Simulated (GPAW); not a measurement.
**Near-edge structure at the C K edge of a SiC monolayer**

Aim: the polarisation-dependent near-edge structure of a SiC monolayer.

Main program and level: GPAW 26.7.0; X-ray absorption from dipole matrix elements to empty bands, plane-wave PAW PBE.

Most raw output is cut from this account.

## Step 1: The structure

The cell holds 14 atoms: 7 Si and 7 C. Its edges and angles: a = 8.202 Å, b = 8.202 Å, c = 10.400 Å, α = 90.0°, β = 90.0°, γ = 60.0°. It derives from SiC. 14-site supercell of SiC monolayer. Vacuum lies along c.

## Step 2: Relaxation

Bond lengths around the absorber set the edge shape, so the atoms are relaxed before any spectrum.

relax.py reads:

```python
import numpy as np
from ase import Atoms
from ase.parallel import parprint, paropen
from gpaw import GPAW, PW, FermiDirac, Mixer, MixerDif, setup_paths
from ase.optimize import BFGS

atoms = Atoms('Si7C7',
    cell=[[-1.55, 8.05403626, 0],
     [-7.75, 2.68467875, 0],
     [0, 0, 10.4]],
    scaled_positions=[[0, 0, 0.5],
     [0.2857143, 0.1428571, 0.5],
     [0.1428571, 0.5714286, 0.5],
     [0.5714286, 0.2857143, 0.5],
     [0.4285714, 0.7142857, 0.5],
     [0.8571429, 0.4285714, 0.5],
     [0.7142857, 0.8571429, 0.5],
     [0.1904762, 0.7619048, 0.5],
     [0.4761905, 0.9047619, 0.5],
     [0.3333333, 0.3333333, 0.5],
     [0.7619048, 0.047619, 0.5],
     [0.6190476, 0.4761905, 0.5],
     [0.047619, 0.1904762, 0.5],
     [0.9047619, 0.6190476, 0.5]],
    pbc=True)
atoms.calc = GPAW(legacy_gpaw=True, mode=PW(400), xc='PBE', setups={},
    kpts={'size': (2, 2, 1), 'gamma': True}, occupations=FermiDirac(0.08),
    charge=0, mixer=Mixer(0.05, 8, 50), maxiter=150,
    convergence={'density': 0.0001}, txt='relax.txt')
steps = []
opt = BFGS(atoms, logfile='-')
opt.attach(lambda: steps.append([atoms.get_potential_energy(), float(np.linalg.norm(atoms.get_forces(), axis=1).max())]))
done = opt.run(fmax=0.06, steps=35)
out = dict(done=bool(done), steps=steps, frac=atoms.get_scaled_positions().tolist())
import json
with paropen('out.json', 'w') as f:
    json.dump(out, f)
```

The run is started by

```sh
OMP_NUM_THREADS=1 mpirun -n 4 gpaw python relax.py
```

Elapsed: 18 s, on 4 MPI ranks of Arm Neoverse V1, shared host; peak memory 0.33 GiB; 73 s of CPU time.

The forces of the start geometry were already under the goal, so no step was taken.

## Step 3: The field without a hole

The ground state comes first: it tells whether the system has a gap, which decides how the excited electron is treated.

scf.py reads:

```python
import numpy as np
from ase import Atoms
from ase.parallel import parprint, paropen
from gpaw import GPAW, PW, FermiDirac, Mixer, MixerDif, setup_paths
from gpaw.test import gen
setup_paths.insert(0, '.')
gen('C', name='nch1s', xcname='PBE', corehole=(1, 0, 0), write_xml=True)
from gpaw.mpi import world
world.barrier()

atoms = Atoms('Si7C7',
    cell=[[-1.55, 8.05403626, 0],
     [-7.75, 2.68467875, 0],
     [0, 0, 10.4]],
    scaled_positions=[[0, 0, 0.5],
     [0.2857143, 0.1428571, 0.5],
     [0.1428571, 0.5714286, 0.5],
     [0.5714286, 0.2857143, 0.5],
     [0.4285714, 0.7142857, 0.5],
     [0.8571429, 0.4285714, 0.5],
     [0.7142857, 0.8571429, 0.5],
     [0.1904762, 0.7619048, 0.5],
     [0.4761905, 0.9047619, 0.5],
     [0.3333333, 0.3333333, 0.5],
     [0.7619048, 0.047619, 0.5],
     [0.6190476, 0.4761905, 0.5],
     [0.047619, 0.1904762, 0.5],
     [0.9047619, 0.6190476, 0.5]],
    pbc=True)
atoms.calc = calc = GPAW(legacy_gpaw=True, mode=PW(400), xc='PBE', setups={7: 'nch1s'},
    kpts={'size': (4, 4, 1), 'gamma': True}, occupations=FermiDirac(0.05),
    charge=0, mixer=Mixer(0.05, 8, 50), maxiter=150,
    convergence={'density': 0.0001}, txt='scf.txt')
energy = atoms.get_potential_energy() + calc.get_reference_energy()
ef = calc.get_fermi_level()
out = dict(energy=energy, fermi=ef, forces=atoms.get_forces().tolist())
parprint(f'all-electron energy {energy:.4f} eV, Fermi level {ef:.4f} eV')
ev = np.array([[calc.get_eigenvalues(k, s) for k in range(len(calc.get_ibz_k_points()))] for s in range(calc.get_number_of_spins())])
out['homo'], out['lumo'], out['counts'] = ev[ev < ef].max(), ev[ev > ef].min(), sorted(set((ev < ef).sum((0, 2)).tolist()))
out['filled'] = (ev[:, 0] < ef).sum(1).tolist()
import json
with paropen('out.json', 'w') as f:
    json.dump(out, f)
```

The run is started by

```sh
OMP_NUM_THREADS=1 mpirun -n 4 gpaw python scf.py
```

The job ended after 37 s (4 MPI ranks; peak memory 0.27 GiB; 2.4 min of CPU time).

The mesh shows a gap of 2.66 eV. The excited electron is kept all the same, which keeps the cell neutral.

## Step 4: Cell without a hole, the energy reference

The photon energy needs a difference of total energies, so the cell and mesh of the coming hole run are first run without a hole.

scf.py: that of step 3 with these lines changed.

```diff
@@ -30,3 +30,3 @@
 atoms.calc = calc = GPAW(legacy_gpaw=True, mode=PW(400), xc='PBE', setups={7: 'nch1s'},
-    kpts={'size': (4, 4, 1), 'gamma': True}, occupations=FermiDirac(0.05),
+    kpts={'size': (2, 2, 1), 'gamma': True}, occupations=FermiDirac(0.02),
     charge=0, mixer=Mixer(0.05, 8, 50), maxiter=150,
```

Run time: 18 s. Hardware: 4 MPI ranks; peak memory 0.34 GiB; 73 s of CPU time.

Reference energy: -62494.897 eV with the cores included.

## Step 5: Spectrum with XCH, C atom 8

The holes are 8.2 Å apart. In GPAW the data set carries the hole's charge, so charge=0 means a charged cell and charge=-1 a neutral one. The excited electron is kept in the cell, where it fills the lowest empty states and screens the hole. After the field has converged, empty bands are computed with the density fixed and the dipole matrix elements are summed.

The absorber has 3 Si at 1.79 Å (trigonal planar).

xas.py reads:

```python
import numpy as np
from ase import Atoms
from ase.parallel import parprint, paropen
from gpaw import GPAW, PW, FermiDirac, Mixer, MixerDif, setup_paths
from gpaw.test import gen
setup_paths.insert(0, '.')
gen('C', name='fch1s', xcname='PBE', corehole=(1, 0, 1), write_xml=True)
from gpaw.mpi import world
world.barrier()

atoms = Atoms('Si7C7',
    cell=[[-1.55, 8.05403626, 0],
     [-7.75, 2.68467875, 0],
     [0, 0, 10.4]],
    scaled_positions=[[0, 0, 0.5],
     [0.2857143, 0.1428571, 0.5],
     [0.1428571, 0.5714286, 0.5],
     [0.5714286, 0.2857143, 0.5],
     [0.4285714, 0.7142857, 0.5],
     [0.8571429, 0.4285714, 0.5],
     [0.7142857, 0.8571429, 0.5],
     [0.1904762, 0.7619048, 0.5],
     [0.4761905, 0.9047619, 0.5],
     [0.3333333, 0.3333333, 0.5],
     [0.7619048, 0.047619, 0.5],
     [0.6190476, 0.4761905, 0.5],
     [0.047619, 0.1904762, 0.5],
     [0.9047619, 0.6190476, 0.5]],
    pbc=True)
atoms.calc = calc = GPAW(legacy_gpaw=True, mode=PW(400), xc='PBE', setups={7: 'fch1s'},
    kpts={'size': (2, 2, 1), 'gamma': True}, occupations=FermiDirac(0.04),
    charge=-1, mixer=Mixer(0.05, 8, 50), maxiter=150,
    convergence={'density': 0.0001}, txt='scf.txt')
energy = atoms.get_potential_energy() + calc.get_reference_energy()
ef = calc.get_fermi_level()
out = dict(energy=energy, fermi=ef, forces=atoms.get_forces().tolist())
parprint(f'all-electron energy {energy:.4f} eV, Fermi level {ef:.4f} eV')
ev = np.array([[calc.get_eigenvalues(k, s) for k in range(len(calc.get_ibz_k_points()))] for s in range(calc.get_number_of_spins())])
out['homo'], out['lumo'], out['counts'] = ev[ev < ef].max(), ev[ev > ef].min(), sorted(set((ev < ef).sum((0, 2)).tolist()))
out['filled'] = (ev[:, 0] < ef).sum(1).tolist()

from ase.units import Ha
from gpaw.xas import dipole_matrix_elements
nb = int(calc.get_number_of_electrons() / 2) + 170
top, nb = nb, nb + 8 + nb // 12
nscf = calc.fixed_density(kpts={'size': (3, 3, 1), 'gamma': True}, nbands=nb,
    convergence={'bands': top, 'eigenstates': 1e-5}, maxiter=60, txt='nscf.txt')
cell = atoms.cell.array
ops = [cell.T @ U.T @ np.linalg.inv(cell.T) for U in nscf.wfs.kd.symmetry.op_scc]
filled = [28]  # bands filled in the ground state, by spin
E = np.arange(-6, 28, 0.1)
fwhm = np.interp(E, [4, 25], [0.9, 3.5])
Y, X, zero, highest = 0, 0, 1e9, 1e9
for spin in range(nscf.get_number_of_spins()):
    wfs = nscf.wfs
    A = dipole_matrix_elements(wfs.setups[7])
    eps = np.zeros((wfs.kd.nibzkpts, nb))
    d = np.zeros((3, A.shape[1], wfs.kd.nibzkpts, nb), complex)
    for kpt in wfs.kpt_u:
        if kpt.s == spin and 7 in kpt.P_ani:
            eps[kpt.k] = kpt.eps_n * Ha
            d[:, :, kpt.k] = (kpt.weight * wfs.nspins / 2) ** 0.5 * np.inner(A, kpt.P_ani[7])
    world.sum(eps)
    world.sum(d)
    T = np.einsum('amkn,bmkn->abkn', d, d.conj()).real
    T = sum(np.einsum('ai,ijkn,bj->abkn', R, T, R) for R in ops) / len(ops)
    empty = np.ones_like(eps, bool) & (np.arange(nb) >= filled[spin])
    zero, highest = min(zero, eps[empty].min()), min(highest, eps[:, top - 1].min())
    lines = [(eps, T, empty)] if spin == 0 else lines + [(eps, T, empty)]
for eps, T, empty in lines:
    f = np.einsum('aakn->akn', T).reshape(3, -1)
    x = eps.ravel() - zero
    w = np.interp(x, E, fwhm) / 2.35482
    g = np.exp(-0.5 * ((E[:, None] - x) / w) ** 2) / (w * (2 * np.pi) ** 0.5)
    Y = Y + (f * empty.ravel()) @ g.T
    X = X + (f * ~empty.ravel()) @ g.T
out.update(E=E.round(2).tolist(), xas=Y.tolist(), xes=X.tolist(), zero=zero, valid=highest - zero, nk=len(eps), nb=nb)
for i in range(0, len(E), 10):
    parprint(f'{E[i]:7.2f}', *(f'{v:10.3e}' for v in Y[:, i]))
import json
with paropen('out.json', 'w') as f:
    json.dump(out, f)
```

The run is started by

```sh
OMP_NUM_THREADS=1 mpirun -n 4 gpaw python xas.py
```

The job ended after 2.5 min (4 MPI ranks; peak memory 0.45 GiB).

The C K spectrum, C atom 8, excited-electron core hole (neutral cell) (energy from the bottom of the conduction band, which holds the excited electron; intensity scaled to a mean of 1 over the first 19 eV):

| E (eV) | isotropic | ε ∥ x | ε ∥ z |
| --- | --- | --- | --- |
| -2.0 | 0.00 | 0.00 | 0.00 |
| -1.4 | 0.00 | 0.00 | 0.00 |
| -0.8 | 0.04 | 0.00 | 0.11 |
| -0.2 | 0.44 | 0.00 | 1.32 |
| 0.4 | 0.89 | 0.08 | 2.50 |
| 1.0 | 0.99 | 0.73 | 1.51 |
| 1.6 | 1.75 | 1.47 | 2.32 |
| 2.2 | 1.55 | 1.53 | 1.58 |
| 2.8 | 1.84 | 1.84 | 1.84 |
| 3.4 | 1.52 | 2.07 | 0.43 |
| 4.0 | 1.12 | 1.64 | 0.07 |
| 4.6 | 1.17 | 1.49 | 0.52 |
| 5.2 | 1.37 | 1.39 | 1.32 |
| 5.8 | 1.33 | 1.30 | 1.38 |
| 6.4 | 0.97 | 1.06 | 0.79 |
| 7.0 | 0.77 | 0.94 | 0.45 |
| 7.6 | 0.84 | 1.06 | 0.41 |
| 8.2 | 1.02 | 1.19 | 0.66 |
| 8.8 | 1.06 | 1.11 | 0.94 |
| 9.4 | 1.08 | 1.14 | 0.95 |
| 10.0 | 1.04 | 1.11 | 0.91 |
| 10.6 | 1.09 | 1.08 | 1.10 |
| 11.2 | 1.10 | 1.04 | 1.20 |
| 11.8 | 0.91 | 0.79 | 1.15 |
| 12.4 | 0.69 | 0.50 | 1.08 |
| 13.0 | 0.57 | 0.38 | 0.94 |
| 13.6 | 0.52 | 0.41 | 0.74 |
| 14.2 | 0.52 | 0.47 | 0.61 |
| 14.8 | 0.52 | 0.50 | 0.56 |
| 15.4 | 0.52 | 0.51 | 0.55 |
| 16.0 | 0.58 | 0.58 | 0.58 |
| 16.6 | 0.71 | 0.74 | 0.63 |
| 17.2 | 0.88 | 0.97 | 0.69 |
| 17.8 | 1.03 | 1.18 | 0.73 |
| 18.4 | 1.09 | 1.27 | 0.73 |
| 19.0 | 1.04 | 1.21 | 0.71 |
| 19.6 | 0.93 | 1.06 | 0.68 |
| 20.2 | 0.83 | 0.92 | 0.64 |

Main maxima below 19 eV (height): 0.4 eV (0.89), 1.6 eV (1.75), 2.9 eV (1.87), 5.5 eV (1.40), 9.3 eV (1.08), 10.9 eV (1.12) and 18.4 eV (1.09). A K edge sees empty p states; at this planar three-fold site the curve for the electric vector normal to the plane peaks at 0.3 eV, where it is mainly π* that absorbs: that direction carries over 70 % of the weight there.

The total-energy difference is 290.29 eV. One term is added: -6.71 eV, since the hole is spin-paired here and a spin-polarised one costs that much less in the free atom (computed apart). The photon energy is then 283.58 eV. The functional leaves an error of a few eV in such absolute values.

## Step 6: Reference energy of the cell

The absorbing element, whose data set is made anew, changes for the next run, so it gets a reference energy of its own.

scf.py: that of step 4 with these lines changed.

```diff
@@ -6,3 +6,3 @@
 setup_paths.insert(0, '.')
-gen('C', name='nch1s', xcname='PBE', corehole=(1, 0, 0), write_xml=True)
+gen('Si', name='nch1s', xcname='PBE', corehole=(1, 0, 0), write_xml=True)
 from gpaw.mpi import world
@@ -29,3 +29,3 @@
     pbc=True)
-atoms.calc = calc = GPAW(legacy_gpaw=True, mode=PW(400), xc='PBE', setups={7: 'nch1s'},
+atoms.calc = calc = GPAW(legacy_gpaw=True, mode=PW(400), xc='PBE', setups={0: 'nch1s'},
     kpts={'size': (2, 2, 1), 'gamma': True}, occupations=FermiDirac(0.02),
```

The run is started by

```sh
OMP_NUM_THREADS=1 mpirun -n 4 gpaw python scf.py
```

Wall time 18 s (4 MPI ranks); peak memory 0.34 GiB.

Reference energy: -62494.897 eV with the cores included.

## Step 7: Spectrum with XCH, Si atom 1

The holes are 8.2 Å apart. The excited electron is kept in the cell, where it fills the lowest empty states and screens the hole. After the field has converged, empty bands are computed with the density fixed and the dipole matrix elements are summed.

The absorber has 3 C at 1.79 Å (trigonal planar).

xas.py: that of step 5 with these lines changed.

```diff
@@ -6,3 +6,3 @@
 setup_paths.insert(0, '.')
-gen('C', name='fch1s', xcname='PBE', corehole=(1, 0, 1), write_xml=True)
+gen('Si', name='fch1s', xcname='PBE', corehole=(1, 0, 1), write_xml=True)
 from gpaw.mpi import world
@@ -29,3 +29,3 @@
     pbc=True)
-atoms.calc = calc = GPAW(legacy_gpaw=True, mode=PW(400), xc='PBE', setups={7: 'fch1s'},
+atoms.calc = calc = GPAW(legacy_gpaw=True, mode=PW(400), xc='PBE', setups={0: 'fch1s'},
     kpts={'size': (2, 2, 1), 'gamma': True}, occupations=FermiDirac(0.04),
@@ -55,3 +55,3 @@
     wfs = nscf.wfs
-    A = dipole_matrix_elements(wfs.setups[7])
+    A = dipole_matrix_elements(wfs.setups[0])
     eps = np.zeros((wfs.kd.nibzkpts, nb))
@@ -59,5 +59,5 @@
     for kpt in wfs.kpt_u:
-        if kpt.s == spin and 7 in kpt.P_ani:
+        if kpt.s == spin and 0 in kpt.P_ani:
             eps[kpt.k] = kpt.eps_n * Ha
-            d[:, :, kpt.k] = (kpt.weight * wfs.nspins / 2) ** 0.5 * np.inner(A, kpt.P_ani[7])
+            d[:, :, kpt.k] = (kpt.weight * wfs.nspins / 2) ** 0.5 * np.inner(A, kpt.P_ani[0])
     world.sum(eps)
```

The run is started by

```sh
OMP_NUM_THREADS=1 mpirun -n 4 gpaw python xas.py
```

Run time: 2.5 min. Hardware: 4 MPI ranks; peak memory 0.45 GiB; 9.8 min of CPU time.

The Si K spectrum, Si atom 1, excited-electron core hole (neutral cell) (energy from the bottom of the conduction band, which holds the excited electron; intensity scaled to a mean of 1 over the first 20 eV):

| E (eV) | isotropic | ε ∥ x | ε ∥ z |
| --- | --- | --- | --- |
| -2.0 | 0.00 | 0.00 | 0.00 |
| -1.4 | 0.00 | 0.00 | 0.00 |
| -0.8 | 0.14 | 0.00 | 0.41 |
| -0.2 | 1.58 | 0.00 | 4.73 |
| 0.4 | 1.83 | 0.00 | 5.50 |
| 1.0 | 0.63 | 0.02 | 1.86 |
| 1.6 | 0.36 | 0.28 | 0.52 |
| 2.2 | 0.74 | 0.72 | 0.79 |
| 2.8 | 0.60 | 0.57 | 0.66 |
| 3.4 | 0.81 | 1.04 | 0.35 |
| 4.0 | 1.08 | 1.43 | 0.39 |
| 4.6 | 1.30 | 1.81 | 0.27 |
| 5.2 | 1.69 | 1.94 | 1.19 |
| 5.8 | 1.54 | 1.51 | 1.61 |
| 6.4 | 1.13 | 1.21 | 0.97 |
| 7.0 | 0.95 | 1.21 | 0.43 |
| 7.6 | 0.79 | 1.07 | 0.25 |
| 8.2 | 0.76 | 0.99 | 0.31 |
| 8.8 | 0.86 | 1.05 | 0.47 |
| 9.4 | 1.00 | 1.16 | 0.67 |
| 10.0 | 1.02 | 1.12 | 0.80 |
| 10.6 | 0.86 | 0.93 | 0.73 |
| 11.2 | 0.68 | 0.74 | 0.56 |
| 11.8 | 0.59 | 0.61 | 0.56 |
| 12.4 | 0.56 | 0.50 | 0.69 |
| 13.0 | 0.54 | 0.42 | 0.79 |
| 13.6 | 0.54 | 0.42 | 0.77 |
| 14.2 | 0.55 | 0.48 | 0.68 |
| 14.8 | 0.58 | 0.57 | 0.60 |
| 15.4 | 0.65 | 0.69 | 0.56 |
| 16.0 | 0.78 | 0.89 | 0.57 |
| 16.6 | 1.03 | 1.24 | 0.60 |
| 17.2 | 1.39 | 1.76 | 0.64 |
| 17.8 | 1.75 | 2.28 | 0.69 |
| 18.4 | 1.95 | 2.55 | 0.75 |
| 19.0 | 1.86 | 2.38 | 0.81 |
| 19.6 | 1.54 | 1.89 | 0.85 |
| 20.2 | 1.18 | 1.33 | 0.88 |
| 20.8 | 0.90 | 0.90 | 0.89 |

Main maxima below 20 eV (height): 0.1 eV (2.23), 2.4 eV (0.77), 5.4 eV (1.73), 9.8 eV (1.03) and 18.5 eV (1.95). A K edge sees empty p states; at this planar three-fold site the curve for the electric vector normal to the plane peaks at 0.1 eV, where it is mainly π* that absorbs: that direction carries over 70 % of the weight there.

The total-energy difference is 1852.82 eV. One term is added: -14.97 eV, since the hole is spin-paired here and a spin-polarised one costs that much less in the free atom (computed apart). The photon energy is then 1837.85 eV. The tabulated edge of the element is 1839 eV. The functional leaves an error of a few eV in such absolute values.

## Step 8: Outcome

* absorber and edge: C K, atom 8 of the ground-state input (counted from 1)
* surroundings: 3 Si at 1.79 Å (trigonal planar)
* highest intensity below 16 eV: 2.9 eV above the zero, height 1.87
* photon energy of the zero, with the added terms: 283.6 eV (raw 290.3 eV; uncertain by a few eV)

The C K edge of atom 8, with 3 Si at 1.79 Å (trigonal planar), has its highest intensity of the first 16 eV at 2.9 eV above the zero, near 286 eV in photon energy (uncertain by a few eV), 1.9 times the mean level of the first 19 eV (Gaussian full width 0.9 eV up to 4 eV, rising linearly to 3.5 eV at 25 eV). At the C K edge of atom 8 polarisation matters most near 0.3 eV, where the curves differ by 2.5 on this scale. Some eV above the zero the states pass the vacuum level, and features normal to the sheet may then be states of the box. The mesh is coarse (0.29 Å⁻¹ between points), so small maxima may be mesh ripples.

[Logs are printed without paths, hosts, clocks, repeated set-up lines and the standing remarks that a program may print on its own settings, such as how far it seeks lower states.]

[Hosts, paths, dates, database ids (printed as entryN), source tags and the programs' standing remarks are cut or masked in the printed files.]

[Lists of maxima count a maximum above −3 eV only where it reaches 4 % of the highest in the window and stands out from its surroundings by 2 % of it (1.5 % where it reaches 55 %); shoulders and weaker maxima are passed over, and of the rest the first, up to two pre-edge ones and the few strongest are named.]
